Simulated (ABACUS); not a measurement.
# V (Im-3m) in ABACUS: equation of state

How stiff is V in PBEsol, and what volume does it want? The cell is scaled to several volumes.

Everything below comes from runs of ABACUS 3.10.1. Logs are shortened: lines on timing, memory, paths and dates and some standing lists are left out, and cuts for length are marked.

## 1. Starting point

The structure is cubic, space group Im-3m (No. 229). The conventional cell has a = 3.029 Å, b = 3.029 Å, c = 3.029 Å, α = 90.00°, β = 90.00°, γ = 90.00°. Around V (site symmetry m-3m) lie 8 V at 2.62 Å.

## 2. Equation of state, PBEsol, collinear spin, ferromagnetic start, 13.06 Å³/atom (volume scaled by 0.94)

File INPUT:

```
INPUT_PARAMETERS
suffix              V
calculation         scf
basis_type          pw
pseudo_dir          ./
symmetry            1
dft_functional      pbesol
ecutwfc             84
pseudo_rcut         7
nspin               2
nbands              12
ks_solver           dav
smearing_method     fd
smearing_sigma      0.00367493
scf_thr             1e-08
scf_nmax            100
mixing_type         broyden
mixing_beta         0.4
cal_force           1
cal_stress          1
kpar                4
```

File STRU:

```
ATOMIC_SPECIES
V 50.9415 V.upf

LATTICE_CONSTANT
1.8897261246

LATTICE_VECTORS
-1.4834362237 1.4834362237 1.4834362237
1.4834362237 -1.4834362237 1.4834362237
1.4834362237 1.4834362237 -1.4834362237

ATOMIC_POSITIONS
Direct

V
0.0
1
0.0000000000 0.0000000000 0.0000000000 1 1 1 mag 2
```

File KPT:

```
K_POINTS
0
Gamma
12 12 12 0 0 0
```

Potentials or basis: PseudoDojo NC SR 0.4.1 PBEsol standard, plane waves.

The run is started by

```
$ OMP_NUM_THREADS=1 mpirun -np 4 abacus > log
```

running log:

```text
ABACUS v3.10.1

               Atomic-orbital Based Ab-initio Computation at UStc

 ------------------------------------------------------------------------------------

 READING GENERAL INFORMATION
                           global_out_dir = OUT.V/
                           global_in_card = INPUT
                               pseudo_dir = ./
                              orbital_dir =
                                    DSIZE = 4
                                    GSIZE = 1

 READING UNITCELL INFORMATION
                                    ntype = 1
                  lattice constant (Bohr) = 1.88973
              lattice constant (Angstrom) = 1

 READING ATOM TYPE 1
                               atom label = V
                      L=0, number of zeta = 1
                      L=1, number of zeta = 1
                      L=2, number of zeta = 1
             number of atom for this type = 1
               magnetization of element 1 = 2

                        TOTAL ATOM NUMBER = 1
DIRECT COORDINATES
    atom                   x                   y                   z     mag                  vx                  vy                  vz
taud_V1            0.0000000000        0.0000000000        0.0000000000  2.0000        0.0000000000        0.0000000000        0.0000000000

                          Volume (Bohr^3) = 88.1177
                             Volume (A^3) = 13.0577

 Lattice vectors: (Cartesian coordinate: in unit of a_0)
             -1.48344            +1.48344            +1.48344
             +1.48344            -1.48344            +1.48344
             +1.48344            +1.48344            -1.48344
 Reciprocal vectors: (Cartesian coordinate: in unit of 2 pi/a_0)
                   +0           +0.337055           +0.337055
            +0.337055                  +0           +0.337055
            +0.337055           +0.337055                  +0
 The esolver type has been set to : ksdft_pw

                PAO radial cut off (Bohr) = 7

 Read in pseudopotential file is V.upf
                     pseudopotential type = NC
          exchange-correlation functional = PBESOL
                 nonlocal core correction = 1
                        valence electrons = 13
                                     lmax = 2
                           number of zeta = 4
                     number of projectors = 6
                           L of projector = 0
                           L of projector = 0
                           L of projector = 1
                           L of projector = 1
                           L of projector = 2
                           L of projector = 2
     initial pseudo atomic orbital number = 10
[... 169 lines left out ...]
                                    max q = 1104

 number of pseudo atomic orbitals for V is 4
WARNING: norm of atomic wavefunction # 3 of atomic type V is 0.999808, renormalized
WARNING: norm of atomic wavefunction # 4 of atomic type V is 0.993258, renormalized

 -------------------------------------------
 SELF-CONSISTENT
 -------------------------------------------
                                 init_chg = atomic

 PW ALGORITHM --------------- ION=   1  ELEC=   1--------------------------------
 Notice: Threshold on eigenvalues was too large.
 hsover_error=0.13 > DRHO=0.109217
 Origin diag ethr = 0.01
 New diag ethr = 0.000840127
          total magnetism (Bohr mag/cell) = 0.81722
       absolute magnetism (Bohr mag/cell) = 0.817226
                        nelec for spin up = 6.90861
                      nelec for spin down = 6.09139

 Density error is 0.10983235453
                          Error Threshold = 0.000840127251119
----------------------------------------------------------
     Energy           Rydberg                 eV
----------------------------------------------------------
 E_KohnSham     -147.4166049476      -2005.7058071021
 E_Harris       -149.7394077567      -2037.3091606370
 E_Fermi        1.3354914581         18.1702934609
----------------------------------------------------------
[... 167 lines left out ...]
 Density error is 4.91033161571e-09
                          Error Threshold = 2.30608314272e-10
----------------------------------------------------------
     Energy           Rydberg                 eV
----------------------------------------------------------
 E_KohnSham     -147.4459218631      -2006.1046842007
 E_KS(sigma->0) -147.4452742035      -2006.0958723393
 E_Harris       -147.4464250309      -2006.1115301497
 E_band         -9.9407971289        -135.2514836145
 E_one_elec     -43.1865131683       -587.5826558405
 E_Hartree      28.1448173498        382.9298851260
 E_xc           -22.7048882594       -308.9158527806
 E_Ewald        -109.6980424659      -1492.5184369828
 E_entropy(-TS) -0.0012953193        -0.0176237227
 E_descf        0.0000000000         0.0000000000
 E_exx          0.0000000000         0.0000000000
 E_Fermi        1.2587917654         17.1267406046
----------------------------------------------------------

 charge density convergence is achieved
 final etot is -2006.1046842 eV
 EFERMI = 17.126740605 eV

 STATE ENERGY(eV) AND OCCUPATIONS    NSPIN == 2
SPIN UP :
 1/18 kpoint (Cartesian) = 0.0000 0.0000 0.0000 (1157 pws)
       1       -46.3028    0.000578704
       2       -19.6502    0.000578704
       3       -19.6502    0.000578704
       4       -19.6502    0.000578704
       5        10.4502    0.000578704
       6        17.5643    9.15367e-08
       7        17.5643    9.15367e-08
       8        17.5643    9.15367e-08
       9        19.6539    6.47784e-26
      10        19.6539    6.47784e-26
      11        37.9417        0.00000
      12        37.9417        0.00000
[... 57 lines left out ...]
 6/18 kpoint (Cartesian) = 0.14044 -0.14044 0.0000 (1150 pws)
       1       -46.0903     0.00694444
       2       -20.5943     0.00694444
       3       -19.9426     0.00694444
       4       -19.6582     0.00694444
       5        13.8172     0.00694444
       6        16.0379     0.00694444
       7        18.2210    2.17119e-12
       8        19.6571    7.29331e-25
       9        19.9944    8.57288e-28
      10        21.1368    1.02565e-37
      11        28.7051        0.00000
      12        33.6363        0.00000

[... levels at 30 further k points ...]

------------------------------------------------------------------------------------------
 TOTAL-FORCE (eV/Angstrom)
------------------------------------------------------------------------------------------
                        V1         0.0000000000         0.0000000000         0.0000000000
------------------------------------------------------------------------------------------

----------------------------------------------------------------
 TOTAL-STRESS (KBAR)
----------------------------------------------------------------
       -16.7142297467         0.0000000000         0.0000000000
         0.0000000000       -16.7142297467        -0.0000000000
        -0.0000000000        -0.0000000000       -16.7142297467
----------------------------------------------------------------
 TOTAL-PRESSURE: -16.714230 KBAR

 --------------------------------------------
 !FINAL_ETOT_IS -2006.1046842007183386 eV
 --------------------------------------------
```

It took 28 s on 4 MPI ranks of AMD EPYC 7R43 (Zen 3), shared host; peak memory 0.28 GiB.

Results:

```
Free energy            : -2006.1047 eV
Pressure               : -1.7 GPa
Band gap on the k mesh : none (metal or under the smearing width)
Net moment             : 0.00 μB per cell
Absolute moment        : 0.00 μB per cell
```

## 3. Equation of state, PBEsol, collinear spin, ferromagnetic start, 13.34 Å³/atom (volume scaled by 0.96)

INPUT is that of step 2.

File STRU:

```
ATOMIC_SPECIES
V 50.9415 V.upf

LATTICE_CONSTANT
1.8897261246

LATTICE_VECTORS
-1.4938833019 1.4938833019 1.4938833019
1.4938833019 -1.4938833019 1.4938833019
1.4938833019 1.4938833019 -1.4938833019

ATOMIC_POSITIONS
Direct

V
0.0
1
0.0000000000 0.0000000000 0.0000000000 1 1 1 mag 2
```

KPT is that of step 2.

Potentials or basis: PseudoDojo NC SR 0.4.1 PBEsol standard, plane waves.

The run is started by

```
$ OMP_NUM_THREADS=1 mpirun -np 4 abacus > log
```

Wall time 29 s (4 MPI ranks of AMD EPYC 7R43 (Zen 3), shared host); peak memory 0.28 GiB.

It converged, with:

```
Free energy            : -2006.0986 eV
Pressure               : -5.4 GPa
Band gap on the k mesh : none (metal or under the smearing width)
Net moment             : 0.00 μB per cell
Absolute moment        : 0.00 μB per cell
```

## 4. Equation of state, PBEsol, collinear spin, ferromagnetic start, 13.61 Å³/atom (volume scaled by 0.98)

INPUT is that of step 3.

File STRU:

```
ATOMIC_SPECIES
V 50.9415 V.upf

LATTICE_CONSTANT
1.8897261246

LATTICE_VECTORS
-1.5041862709 1.5041862709 1.5041862709
1.5041862709 -1.5041862709 1.5041862709
1.5041862709 1.5041862709 -1.5041862709

ATOMIC_POSITIONS
Direct

V
0.0
1
0.0000000000 0.0000000000 0.0000000000 1 1 1 mag 2
```

KPT is that of step 3.

The run is started by

```
$ OMP_NUM_THREADS=1 mpirun -np 4 abacus > log
```

It took 30 s on 4 MPI ranks of AMD EPYC 7R43 (Zen 3), shared host; peak memory 0.24 GiB.

Results (log left out):

```yaml
Free_energy: -2006.0862 eV
Pressure: -8.9 GPa
Band_gap_on_the_k_mesh: none (metal or under the smearing width)
Net_moment: 0.00 μB per cell
Absolute_moment: 0.00 μB per cell
```

## 5. Equation of state, PBEsol, collinear spin, ferromagnetic start, 13.89 Å³/atom

INPUT is that of step 4.

File STRU:

```
ATOMIC_SPECIES
V 50.9415 V.upf

LATTICE_CONSTANT
1.8897261246

LATTICE_VECTORS
-1.5143500000 1.5143500000 1.5143500000
1.5143500000 -1.5143500000 1.5143500000
1.5143500000 1.5143500000 -1.5143500000

ATOMIC_POSITIONS
Direct

V
0.0
1
0.0000000000 0.0000000000 0.0000000000 1 1 1 mag 2
```

KPT is that of step 4.

The run is started by

```
$ OMP_NUM_THREADS=1 mpirun -np 4 abacus > log
```

Wall time 34 s (4 MPI ranks of AMD EPYC 7R43 (Zen 3), shared host); peak memory 0.24 GiB.

It converged, with:

- Free energy: -2006.0681 eV
- Pressure: -12.0 GPa
- Band gap on the k mesh: none (metal or under the smearing width)
- Net moment: 0.00 μB per cell
- Absolute moment: 0.00 μB per cell

## 6. Equation of state, PBEsol, collinear spin, ferromagnetic start, 14.17 Å³/atom (volume scaled by 1.02)

INPUT is that of step 5.

File STRU:

```
ATOMIC_SPECIES
V 50.9415 V.upf

LATTICE_CONSTANT
1.8897261246

LATTICE_VECTORS
-1.5243791002 1.5243791002 1.5243791002
1.5243791002 -1.5243791002 1.5243791002
1.5243791002 1.5243791002 -1.5243791002

ATOMIC_POSITIONS
Direct

V
0.0
1
0.0000000000 0.0000000000 0.0000000000 1 1 1 mag 2
```

KPT is that of step 5.

Potentials or basis: PseudoDojo NC SR 0.4.1 PBEsol standard, plane waves.

The run is started by

```
$ OMP_NUM_THREADS=1 mpirun -np 4 abacus > log
```

Run time: 34 s. Hardware: 4 MPI ranks of AMD EPYC 7R43 (Zen 3), shared host; peak memory 0.28 GiB.

The run converged. Its results:

| Item | Value |
| --- | --- |
| Free energy | -2006.0448 eV |
| Pressure | -14.8 GPa |
| Band gap on the k mesh | none (metal or under the smearing width) |
| Net moment | 0.00 μB per cell |
| Absolute moment | 0.00 μB per cell |

## 7. Equation of state, PBEsol, collinear spin, ferromagnetic start, 14.45 Å³/atom (volume scaled by 1.04)

INPUT is that of step 6.

File STRU:

```
ATOMIC_SPECIES
V 50.9415 V.upf

LATTICE_CONSTANT
1.8897261246

LATTICE_VECTORS
-1.5342779432 1.5342779432 1.5342779432
1.5342779432 -1.5342779432 1.5342779432
1.5342779432 1.5342779432 -1.5342779432

ATOMIC_POSITIONS
Direct

V
0.0
1
0.0000000000 0.0000000000 0.0000000000 1 1 1 mag 2
```

KPT is that of step 6.

The run is started by

```
$ OMP_NUM_THREADS=1 mpirun -np 4 abacus > log
```

Run time: 31 s. Hardware: 4 MPI ranks of AMD EPYC 7R43 (Zen 3), shared host; peak memory 0.24 GiB.

Results (log left out):

| Property | Result |
| --- | --- |
| Free energy | -2006.0169 eV |
| Pressure | -17.4 GPa |
| Band gap on the k mesh | none (metal or under the smearing width) |
| Net moment | 0.00 μB per cell |
| Absolute moment | 0.00 μB per cell |

## 8. Equation of state, PBEsol, collinear spin, ferromagnetic start, 14.72 Å³/atom (volume scaled by 1.06)

INPUT is that of step 7.

File STRU:

```
ATOMIC_SPECIES
V 50.9415 V.upf

LATTICE_CONSTANT
1.8897261246

LATTICE_VECTORS
-1.5440506776 1.5440506776 1.5440506776
1.5440506776 -1.5440506776 1.5440506776
1.5440506776 1.5440506776 -1.5440506776

ATOMIC_POSITIONS
Direct

V
0.0
1
0.0000000000 0.0000000000 0.0000000000 1 1 1 mag 2
```

KPT is that of step 7.

The run is started by

```
$ OMP_NUM_THREADS=1 mpirun -np 4 abacus > log
```

It took 32 s on 4 MPI ranks of AMD EPYC 7R43 (Zen 3), shared host; peak memory 0.28 GiB.

It converged, with:

```yaml
Free_energy: -2005.9848 eV
Pressure: -19.7 GPa
Band_gap_on_the_k_mesh: none (metal or under the smearing width)
Net_moment: 0.00 μB per cell
Absolute_moment: 0.00 μB per cell
```

## 9. Equation of state, PBEsol, collinear spin, ferromagnetic start

Potentials or basis: PseudoDojo NC SR 0.4.1 PBEsol standard, plane waves.

No new run: the results of the series are fitted here.

Results:

```
Equilibrium volume : 12.95 Å³/atom (rough: see the caveat)
Bulk modulus       : 195 GPa (rough)
```

Energy against volume, from the lowest point:
| volume (Å³/atom) | energy (meV/atom) |
| --- | --- |
| 13.058 | 0.00 |
| 13.336 | 6.12 |
| 13.613 | 18.51 |
| 13.891 | 36.60 |
| 14.169 | 59.86 |
| 14.447 | 87.78 |
| 14.725 | 119.89 |

Caveat: the minimum lies outside the volumes run.
